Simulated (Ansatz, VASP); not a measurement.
# BaTiO3: VASP beside Ansatz

File INCAR:

```
SYSTEM = BaTiO3
PREC = Accurate
ENCUT = 520
EDIFF = 1E-6
ISMEAR = -1
SIGMA = 0.05
LREAL = .False.
LASPH = .True.
NELM = 60
ALGO = Normal
ISIF = 2
LWAVE = .False.
LCHARG = .False.
GGA = PE
NBANDS = 28
```

The input KPOINTS:

```
Automatic mesh
0
Gamma
  7 7 7
  0 0 0
```

The input POSCAR:

```
BaTiO3
1.0
    3.9457420220      0.0000000000      0.0000000000
    0.0000000000      3.9457420220      0.0000000000
    0.0000000000      0.0000000000      3.9636960459
Ba Ti O
1 1 3
Direct
    0.0000000000      0.0000000000      0.0000000000
    0.5000000000      0.5000000000      0.4900000000
    0.0000000000      0.5000000000      0.5170000000
    0.5000000000      0.0000000000      0.5170000000
    0.5000000000      0.5000000000      0.0190000000
```

Contents of input.yaml:

```yaml
crystal:
  lattice:
    - [3.945742022, 0.0, 0.0]
    - [0.0, 3.945742022, 0.0]
    - [0.0, 0.0, 3.9636960459]
  atoms:
    - { symbol: Ba, position: [0.0, 0.0, 0.0] }
    - { symbol: Ti, position: [0.5, 0.5, 0.49] }
    - { symbol: O, position: [0.0, 0.5, 0.517] }
    - { symbol: O, position: [0.5, 0.0, 0.517] }
    - { symbol: O, position: [0.5, 0.5, 0.019] }
hamiltonian:
  xc: pbe
  pseudopotentials: { kind: paw, source: ansatz }
kpoints:
  mp_grid: { grid: [7, 7, 7] }
scf:
  occupations: { method: fermi_dirac, width: 0.05 }
output:
  forces: true
  stress: true
  eigenvalues: true
  write_density: true
  write_potential: true
  elf: true
  volumetric_format: npy
```

Alike in both runs: task single point; functional PBE; k mesh 7 × 7 × 7; occupations fermi-dirac, width 0.05 eV; no spin polarisation.

|  | VASP | Ansatz |
| --- | --- | --- |
| version | VASP 6.6.1 | Ansatz 0.2.0 |
| potentials or method | VASP PAW PBE potentials, release 64 (Ba_sv, Ti_sv, O) | Ansatz PAW earlier set |
| plane-wave cutoff (eV) | 520 | 930 |
| valence electrons in the cell | 40 | 40 |

|  | VASP | Ansatz | Ansatz less VASP |
| --- | --- | --- | --- |
| gap on the k mesh at the Fermi level (eV) | 1.95 | 2.02 | +0.065 |
| least direct gap on the mesh (eV) | 2.11 | 2.14 | +0.024 |
| pressure (GPa) | 12.2 | 10.1 | -2.09 |
| largest component of the traceless stress (GPa) | 0.74 | 0.69 | -0.051 |
| rms of the force components (eV/Å) | 0.054 | 0.042 | -0.0119 |

Atom by atom the forces differ by 0.019 eV/Å (rms over components).

Caveats: spin-orbit coupling is left out, which moves the levels of the heavy elements; an odd mesh through Γ misses points on the zone boundary, where band edges often lie (VASP); odd divisions of the mesh miss points on the zone boundary, where band edges often lie, so the gap on the mesh can be too wide (Ansatz).
